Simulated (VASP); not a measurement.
Here is a VASP 6.6.1 calculation.

Contents of INCAR:

```
SYSTEM = Os
PREC = Accurate
ENCUT = 600
EDIFF = 1E-6
ISMEAR = -1
SIGMA = 0.05
LREAL = .False.
LASPH = .True.
NELM = 60
ALGO = Normal
ISIF = 3
LWAVE = .False.
LCHARG = .False.
GGA = PE
IBRION = 2
NSW = 60
EDIFFG = -0.02
```

The input KPOINTS:

```
Automatic mesh
0
Gamma
  11 11 6
  0 0 0
```

POSCAR

```
Os
1.0
    2.7341000000      0.0000000000      0.0000000000
   -1.3670500000      2.3678000565      0.0000000000
    0.0000000000      0.0000000000      4.3197000000
Os
2
Direct
    0.6666666667      0.3333333333      0.7500000000
    0.3333333333      0.6666666667      0.2500000000
```

Potentials or basis: VASP PAW PBE potentials, release 64 (Os).

Command:

```console
$ cat potpaw_PBE.64/Os/POTCAR > POTCAR
$ mpirun -np 1 vasp_std > vasp.out
```

Q: Estimate the band gap on the k mesh.

A: None (metal or under the smearing width).

Q: Estimate the relaxed cell.

A: a = 2.754 Å, b = 2.754 Å, c = 4.348 Å, α = 90.00°, β = 90.00°, γ = 120.00°.

Q: What does it give for the space group after relaxing (to 0.05 Å)?

A: P6_3/mmc (No. 194).

The path:
```csv
step,energy change (eV),largest force (eV/Å),pressure (GPa),volume (Å³)
1,0.0000,0.0000,9.00,27.96
2,0.2554,0.0000,-29.35,31.27
3,-0.0162,0.0000,-0.36,28.58
4,-0.0163,0.0000,-0.01,28.56
5,-0.0163,0.0000,0.17,28.55
6,-0.0163,0.0000,0.14,28.55
7,-0.0163,0.0000,0.16,28.55
```

The run has no spin-orbit coupling, so splittings on Os are missing. PBE usually gives volumes a little too large and moduli too small.
